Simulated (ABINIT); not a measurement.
# SnTe (Fm-3m) in ABINIT: notebook

Runs on SnTe. Level: PBE. Tasks: single point.

Everything below comes from runs of ABINIT 10.8.3 (patched build). Logs are shortened: lines on timing, memory, paths and dates and some standing lists are left out, and cuts for length are marked. The log counts tension as positive stress, the text compression.

## 1. The crystal as given

Symmetry: Fm-3m, No. 225, cubic system. The conventional cell has a = 6.302 Å, b = 6.302 Å, c = 6.302 Å, α = 90.00°, β = 90.00°, γ = 90.00°. Around Te (site symmetry m-3m) lie 6 Sn at 3.15 Å. Sn (site symmetry m-3m) has 6 Te at 3.15 Å as nearest neighbours.

## 2. Single point, PBE

File run.abi:

```
# Pseudopotentials
pp_dirpath "./"
pseudos "Te.upf, Sn.upf"

# Structure
acell 8.4205719959 8.4205719959 8.4205719959
rprim
     0.0000000000     0.7071067812     0.7071067812
     0.7071067812     0.0000000000     0.7071067812
     0.7071067812     0.7071067812     0.0000000000
ntypat 2
znucl 52 50
natom 2
typat 1 2
xred
     0.5000000000     0.5000000000     0.5000000000
     0.0000000000     0.0000000000     0.0000000000

# Plane-wave basis
ecut 34.0

# k points
kptopt 1
ngkpt 5 5 5
nshiftk 1
shiftk 0.0 0.0 0.0

# Exchange and correlation
ixc 11

# Bands and occupations
nband 19
occopt 3
tsmear 0.05 eV

# SCF cycle
nstep 100
tolvrs 1.0e-10

# Output
iomode 3
prtwf 0
prtden 0
prteig 0
prtebands 0
prtvol 2
```

Potentials or basis: PseudoDojo NC SR PBE v0.4.1 standard.

Run with:

```
abinit run.abi > log 2>&1
```

run.abo:

```text
.Version 10.8.3 of ABINIT
 Symmetries : space group Fm -3 m (#225); Bravais cF (face-center cubic)
================================================================================
 Values of the parameters that define the memory need of the present run
     intxc =       0    ionmov =       0      iscf =       7    lmnmax =       6
     lnmax =       6     mgfft =      48  mpssoang =       3    mqgrid =    3001
     natom =       2  nloc_mem =       1    nspden =       1   nspinor =       1
    nsppol =       1      nsym =      48    n1xccc =    2501    ntypat =       2
    occopt =       3   xclevel =       2
       mpw =        4006          nfft =      110592          nkpt =          10
================================================================================
================================================================================

--------------------------------------------------------------------------------
------------- Echo of variables that govern the present computation ------------
--------------------------------------------------------------------------------
 -outvars: echo values of preprocessed input variables --------
            acell      8.4205719959E+00  8.4205719959E+00  8.4205719959E+00 Bohr
              amu      1.27600000E+02  1.18710000E+02
             ecut      3.40000000E+01 Hartree
              ixc          11
         kptrlatt        5    0    0      0    5    0      0    0    5
          kptrlen      4.21028600E+01
            natom           2
            nband          19
            ngfft          48      48      48
             nkpt          10
            nstep         100
             nsym          48
           ntypat           2
           occopt           3
           prtden           0
        prtebands           0
           prteig           0
           prtvol           2
            prtwf           0
            rprim      0.0000000000E+00  7.0710678120E-01  7.0710678120E-01
                       7.0710678120E-01  0.0000000000E+00  7.0710678120E-01
                       7.0710678120E-01  7.0710678120E-01  0.0000000000E+00
          spgroup         225
           tolvrs      1.00000000E-10
           tsmear      1.83746611E-03 Hartree
            typat      1  2
           xangst      3.1508499979E+00  3.1508499979E+00  3.1508499979E+00
                       0.0000000000E+00  0.0000000000E+00  0.0000000000E+00
            xcart      5.9542435599E+00  5.9542435599E+00  5.9542435599E+00
                       0.0000000000E+00  0.0000000000E+00  0.0000000000E+00
             xred      5.0000000000E-01  5.0000000000E-01  5.0000000000E-01
                       0.0000000000E+00  0.0000000000E+00  0.0000000000E+00
            znucl       52.00000   50.00000

[... 170 lines left out ...]
 kpt#   1, nband= 19, wtk=  0.00800, kpt=  0.0000  0.0000  0.0000 (reduced coord)
  -1.16221   -1.16221   -1.16209   -1.16209   -1.16209   -0.60399   -0.60399   -0.60386
  -0.60386   -0.60386   -0.26910    0.02925    0.12307    0.12307    0.12307    0.32584
   0.32584    0.32584    0.37725
      occupation numbers for kpt#   1
   2.00000    2.00000    2.00000    2.00000    2.00000    2.00000    2.00000    2.00000
   2.00000    2.00000    2.00000    2.00000    2.00000    2.00000    2.00000    0.00000
   0.00000    0.00000    0.00000
 kpt#   2, nband= 19, wtk=  0.06400, kpt=  0.2000  0.0000  0.0000 (reduced coord)
  -1.16221   -1.16221   -1.16208   -1.16208   -1.16208   -0.60406   -0.60406   -0.60384
  -0.60377   -0.60377   -0.25703   -0.02448    0.12534    0.12534    0.15726    0.27564
   0.27564    0.27800    0.38185
      occupation numbers for kpt#   2
   2.00000    2.00000    2.00000    2.00000    2.00000    2.00000    2.00000    2.00000
   2.00000    2.00000    2.00000    2.00000    2.00000    2.00000    2.00000    0.00000
   0.00000    0.00000    0.00000
 kpt#   3, nband= 19, wtk=  0.06400, kpt=  0.4000  0.0000  0.0000 (reduced coord)
[... 48 lines left out ...]
  -1.16222   -1.16219   -1.16209   -1.16205   -1.16205   -0.60454   -0.60392   -0.60390
  -0.60353   -0.60350   -0.20965   -0.06268    0.00610    0.07591    0.09110    0.31405
   0.33178    0.35279    0.41586
      occupation numbers for kpt#   9
   2.00000    2.00000    2.00000    2.00000    2.00000    2.00000    2.00000    2.00000
   2.00000    2.00000    2.00000    2.00000    2.00000    2.00000    2.00000    0.00000
   0.00000    0.00000    0.00000
 kpt#  10, nband= 19, wtk=  0.19200, kpt= -0.4000  0.4000  0.2000 (reduced coord)
  -1.16222   -1.16220   -1.16208   -1.16206   -1.16205   -0.60442   -0.60401   -0.60381
  -0.60365   -0.60351   -0.21288   -0.07365    0.03923    0.04230    0.15631    0.24419
   0.34829    0.36396    0.40179
      occupation numbers for kpt#  10
   2.00000    2.00000    2.00000    2.00000    2.00000    2.00000    2.00000    2.00000
   2.00000    2.00000    2.00000    2.00000    2.00000    2.00000    2.00000    0.00000
   0.00000    0.00000    0.00000
 Total charge density [el/Bohr^3]
)     Maximum=    1.5864E+00  at reduced coord.    0.4375    0.5625    0.5625
)Next maximum=    1.5864E+00  at reduced coord.    0.5625    0.4375    0.5625
)     Minimum=    9.5631E-05  at reduced coord.    0.5000    0.5000    0.5000
)Next minimum=    1.6758E-04  at reduced coord.    0.0000    0.0000    0.0000
   Integrated=    3.0000E+01

--- !EnergyTerms
iteration_state     : {dtset: 1, }
comment             : Components of total free energy in Hartree
kinetic             :  1.03940373777499E+02
hartree             :  4.44196980948734E+01
xc                  : -4.66711660713768E+01
Ewald energy        : -1.07509793820103E+02
psp_core            :  4.92977116313964E+00
local_psp           : -1.30979969631490E+02
non_local_psp       : -5.18155348528512E+01
internal            : -1.83686621340308E+02
'-kT*entropy'       : -1.49884923970090E-06
total_energy        : -1.83686622839158E+02
total_energy_eV     : -4.99836764229615E+03
band_energy         : -1.76425643127672E+01
...

 Cartesian components of stress tensor (hartree/bohr^3)
  sigma(1 1)= -6.32967118E-05  sigma(3 2)=  0.00000000E+00
  sigma(2 2)= -6.32967118E-05  sigma(3 1)=  0.00000000E+00
  sigma(3 3)= -6.32967118E-05  sigma(2 1)=  0.00000000E+00

-Cartesian components of stress tensor (GPa)         [Pressure=  1.8623E+00 GPa]
- sigma(1 1)= -1.86225355E+00  sigma(3 2)=  0.00000000E+00
- sigma(2 2)= -1.86225355E+00  sigma(3 1)=  0.00000000E+00
- sigma(3 3)= -1.86225355E+00  sigma(2 1)=  0.00000000E+00

== END DATASET(S) ==============================================================
================================================================================

 -outvars: echo values of variables after computation  --------
            acell      8.4205719959E+00  8.4205719959E+00  8.4205719959E+00 Bohr
           etotal     -1.8368662284E+02
            fcart     -0.0000000000E+00 -0.0000000000E+00 -0.0000000000E+00
                      -0.0000000000E+00 -0.0000000000E+00 -0.0000000000E+00
            rprim      0.0000000000E+00  7.0710678120E-01  7.0710678120E-01
                       7.0710678120E-01  0.0000000000E+00  7.0710678120E-01
                       7.0710678120E-01  7.0710678120E-01  0.0000000000E+00
           strten     -6.3296711778E-05 -6.3296711778E-05 -6.3296711778E-05
                       0.0000000000E+00  0.0000000000E+00  0.0000000000E+00
           xangst      3.1508499979E+00  3.1508499979E+00  3.1508499979E+00
                       0.0000000000E+00  0.0000000000E+00  0.0000000000E+00
             xred      5.0000000000E-01  5.0000000000E-01  5.0000000000E-01
                       0.0000000000E+00  0.0000000000E+00  0.0000000000E+00
 Calculation completed.
```

It took 24 s on 1 thread of Arm Neoverse V2, shared host; peak memory 0.1 GiB.

Results:

| Quantity | Value |
| --- | --- |
| Free energy | -4998.3676 eV |
| Pressure | 1.9 GPa |
| Valence electrons inside the program's atomic spheres | Te 11.91; Sn 10.52 |

Levels at points of the mesh, in eV from the Fermi level:
```
           k point  band 11  band 12  band 13  band 14  band 15  band 16  band 17  band 18  band 19
(0.00, 0.00, 0.00)   -12.92    -4.80    -2.25    -2.25    -2.25     3.27     3.27     3.27     4.67
```

Caveat: the cutoff is short for stress, so the pressure is rough; this odd mesh misses L, where the gap lies, so gap, dielectric constants and Born charges aren't listed.

## 3. Single point, PBE

run.abi, as its differences from that of step 2:

```diff
@@ -33,3 +33,3 @@
 occopt 3
-tsmear 0.05 eV
+tsmear 0.00183747
 
@@ -45,2 +45,2 @@
 prtebands 0
-prtvol 2
+enunit 2
```

Potentials or basis: PseudoDojo NC SR PBE v0.4.1 standard.

Run with:

```
abinit run.abi > log 2>&1
```

It took 28 s on 1 thread of Arm Neoverse V1, shared host; peak memory 0.1 GiB.

Results (log left out):

| Property | Result |
| --- | --- |
| Free energy | -4998.3676 eV |
| Pressure | 1.9 GPa |
| Valence electrons inside the program's atomic spheres | Te 11.91; Sn 10.52 |

Levels at points of the mesh, in eV from the Fermi level:
```tsv
k point	band 12	band 13	band 14	band 15	band 16	band 17	band 18	band 19
(0.00, 0.00, 0.00)	-4.80	-2.25	-2.25	-2.25	3.27	3.27	3.27	4.67
```

Caveat: the cutoff is short for stress, so the pressure is rough; this odd mesh misses L, where the gap lies, so gap, dielectric constants and Born charges aren't listed.
